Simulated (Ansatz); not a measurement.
The system is ZnCu2SnS4.

```
Sn Zn Cu S
1.0
    -2.71710    2.71710    5.42480
     2.71710   -2.71710    5.42480
     2.71710    2.71710   -5.42480
Sn Zn Cu S
1 1 2 4
Direct
  0.50000 0.50000 0.00000
  0.25000 0.75000 0.50000
  0.75000 0.25000 0.50000
  0.00000 0.00000 0.00000
  0.62799 0.62839 0.51280
  0.88481 0.37201 0.00040
  0.11559 0.11519 0.48720
  0.37161 0.88441 0.99960
```

Base run:

* Program: Ansatz 0.2.0
* Functional: revPBE
* Potentials or basis: Ansatz PAW
* Cutoff: 420 eV (not typed: the program's choice for these potentials)
* k mesh: 7 × 7 × 7
* Occupations: fermi-dirac, width 0.05 eV
* Spin: no spin polarisation

Its results: band gap on the k mesh 0.35 eV, direct; pressure 3.9 GPa; largest force 0.583 eV/Å.

Problem. After a change of settings the same cell gave: band gap on the k mesh 0.18 eV, direct; pressure -4.1 GPa; largest force 0.685 eV/Å. Which change was it?
A. functional from revPBE to PBE
B. functional from revPBE to LDA
C. functional from revPBE to RPBE
D. functional from revPBE to BLYP

Solution. B.

LDA binds more tightly than revPBE, so the same cell stands under less pressure.

Caveats: spin-orbit coupling is left out, which moves the levels of the heavy elements; the PAW data sets come from PBE, with cores solved anew for the run's functional, which leaves a small shift of forces and pressure.
